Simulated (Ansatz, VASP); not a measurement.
# PbS in VASP and in Ansatz

POSCAR

```
PbS
1.0
    4.0749978676      0.0000000000      0.0000000000
   -2.0374989338      3.5290516737      0.0000000000
    0.0000000000      0.0000000000      3.8092309708
Pb S
1 1
Direct
    0.0000000000      0.0000000000      0.0000000000
    0.6666666667      0.3333333333      0.5000000000
```

INCAR.step1

```
PREC = Accurate ; ENCUT = 600
ISMEAR = 0 ; SIGMA = 0.05
LREAL = False ; LASPH = True
NELM = 60 ; GGA = PE
ALGO = Normal ; EDIFF = 1E-4
LWAVE = True ; LCHARG = False
```

Contents of INCAR.step2:

```
PREC = Accurate ; ENCUT = 600
EDIFF = 1E-7 ; ISMEAR = 0
SIGMA = 0.05 ; LREAL = False
LASPH = True ; NELM = 60
ALGO = Normal ; ISIF = 4
LWAVE = False ; LCHARG = False
METAGGA = R2SCAN ; LMIXTAU = True
IBRION = 2 ; NSW = 60
EDIFFG = -0.01 ; ISTART = 1
```

KPOINTS

```
Automatic mesh
0
Gamma
  10 10 10
```

Input for Ansatz:

```yaml
crystal:
  lattice:
    - [4.0749978676, 0.0, 0.0]
    - [-2.0374989338, 3.5290516737, 0.0]
    - [0.0, 0.0, 3.8092309708]
  atoms:
    - { symbol: Pb, position: [0.0, 0.0, 0.0] }
    - { symbol: S, position: [0.6666666667, 0.3333333333, 0.5] }
basis:
  ecutwfc: 500
  ecutrho_ratio: 4
kpoints:
  mp_grid: { grid: [10, 10, 10] }
hamiltonian:
  xc: r2scan
scf:
  occupations: { method: gaussian, width: 0.05 }
output:
  forces: true
  stress: true
  eigenvalues: true
relax:
  f_tol: 0.01
  max_steps: 40
  cell: { stress_tol: 0.1, fix: [volume] }
```

Alike in both runs: task relaxation of shape and atoms at fixed volume; functional r2SCAN; k mesh 10 × 10 × 10; occupations gaussian, width 0.05 eV; no spin polarisation.

|  | VASP | Ansatz |
| --- | --- | --- |
| version | VASP 6.6.1 | Ansatz 0.2.0 |
| potentials or method | VASP PAW PBE potentials, release 64 (Pb_d, S) | scalar-relativistic, plane waves, PAW |
| plane-wave cutoff (eV) | 600 | 500 |
| valence electrons in the cell | 20 | 20 |

```csv
,VASP,Ansatz,Ansatz less VASP
"gap on the k mesh at the Fermi level, each at its own relaxed structure (eV)",none,none,-
relaxed volume (Å³/atom),27.39,27.39,0.000
relaxed cell length with the largest relative difference (Å),3.795,3.794,-0.0005
```

A gap of «none» marks a metal or a gap that the smearing closes.

Caveats: the PAW data sets were made with another functional, which shifts forces and pressure a little (VASP). The runs have no spin-orbit coupling, so splittings on Pb are missing.
